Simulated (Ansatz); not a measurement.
# CdF2: computed properties

Level of theory: DFT PBE+D3(BJ), scalar-relativistic, plane waves, PAW (Ansatz 0.2.0).

Plane waves to 420 eV, a k mesh through Γ of 6×6×4 on the computed 6-atom cell and Gaussian smearing (0.02 eV); no spin polarisation.

The structure is relaxed at this level of theory with its symmetry kept, and needn't be the ground state of this composition.

Space group P6_3mc (No. 186), hexagonal, a = 3.661 Å, c = 7.133 Å. Cd has 6 F at 2.26–2.34 Å and 1 F at 2.56 Å; F on its first site is surrounded by 3 Cd at 2.26 Å and 6 F at 2.76–2.77 Å; F on its second site is surrounded by 3 Cd at 2.34 Å, 1 Cd at 2.56 Å and 6 F at 2.76–2.77 Å.

| Quantity | Value |
| --- | --- |
| Volume per atom | 93.1 bohr³ |
| Kohn–Sham band gap | 2.84 eV, indirect from M to Γ |
| Orbital (Löwdin) character of the top 1 eV of the valence band | F 2p 89 %, Cd 4d 10 % |
| Orbital (Löwdin) character of the lowest 1 eV of the conduction band | Cd 5s 74 %, F 2s 13 %, F 2p 12 % |
| Electron masses at the edge by direction of the standard setting (m_e; one valley, along these axes only; no spin-orbit coupling) | x: 0.38; y: 0.38; z: 0.44 |
| Hole masses at the edge by direction of the standard setting (m_e; one valley, along these axes only; no spin-orbit coupling) | x: 0.90; y: 7.0; z: 3.8 |
| Bader charge by site (e) | Cd (2 in the cell) 1.46, F (2 in the cell) -0.73, F (2 in the cell) -0.73 |

The cell was found from a structure generator's guess, not taken from experiment. Kohn–Sham gaps at this level usually fall short of measured ones. Löwdin shares on free-atom orbitals overweight diffuse shells in the empty bands.
